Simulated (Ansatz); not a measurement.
The system is BaTiO3.

```
Ba Ti O
1.0
     4.53388   -2.93796   -2.84449
    -4.17915   -2.17324    2.57872
    -4.67624    2.67138   -2.77803
Ba Ti O
2 2 6
Direct
  0.99294 0.49864 0.49912
  0.99812 0.99664 0.00014
  0.49527 0.25090 0.73929
  0.49333 0.75158 0.24081
  0.51082 0.50216 0.01063
  0.51041 0.00231 0.50870
  0.49548 0.49574 0.49913
  0.49557 0.99266 0.99920
  0.01119 0.00687 0.50887
  0.00442 0.50250 0.00167
```

* Program: Ansatz 0.2.0
* Task: relaxation of cell and atoms
* Functional: PBEsol
* Dispersion: D3(BJ)
* Potentials or basis: Ansatz PAW
* Cutoff: 420 eV (not typed: the program's choice for these potentials)
* k mesh: 7 × 7 × 6
* Occupations: fermi-dirac, width 0.05 eV
* Spin: no spin polarisation

At the start: volume 12.63 Å³/atom.

Task: How do energy, volume and symmetry change on relaxing?

Result: It ends after 14 steps and the volume is 12.35 Å³/atom (-2.3 %); space group R3m (No. 160, to 0.05 Å).

The path:
| step | energy change (eV) | largest force (eV/Å) | volume (Å³) |
| --- | --- | --- | --- |
| 1 | 0.0000 | 0.9800 | 126.34 |
| 2 | -1.5280 | 0.5940 | 126.76 |
| 3 | -2.6044 | 0.3406 | 123.35 |
| 4 | -2.9777 | 0.3133 | 122.85 |
| 5 | -2.9883 | 0.0689 | 123.10 |
| 6 | -2.9927 | 0.0044 | 122.88 |
| 7 | -2.9928 | 0.0007 | 122.88 |
| 8 | -3.1062 | 0.0039 | 122.88 |
| 9 | -3.1184 | 0.0105 | 123.27 |
| 10 | -3.1183 | 0.0367 | 123.44 |
| 11 | -3.1187 | 0.0017 | 123.45 |
| 12 | -3.1218 | 0.0018 | 123.45 |
| 13 | -3.1217 | 0.0006 | 123.50 |
| 14 | -3.1219 | 0.0006 | 123.50 |

Final structure:
```
CELL_PARAMETERS angstrom
3.95171 -2.79296 -2.79371
-3.95051 -2.79323 2.79295
-3.95646 2.79123 -2.79820
ATOMIC_POSITIONS crystal
Ba 0.99655 0.49778 0.49451
Ba 0.99655 0.99778 0.99451
Ti 0.48806 0.24335 0.73189
Ti 0.48806 0.74335 0.23189
O 0.50514 0.50416 0.00915
O 0.50513 0.00416 0.50915
O 0.50520 0.50058 0.50909
O 0.50519 0.00057 0.00909
O 0.00884 0.00414 0.50914
O 0.00884 0.50414 0.00914
```

Caveat: the plane-wave basis is chosen anew once the cell has moved, so the energies of steps on either side of that aren't comparable; the pressure holds a Pulay correction of +0.6 GPa for the finite cutoff; the PAW data sets come from PBE, with cores solved anew for the run's functional, which leaves a small shift of forces and pressure.
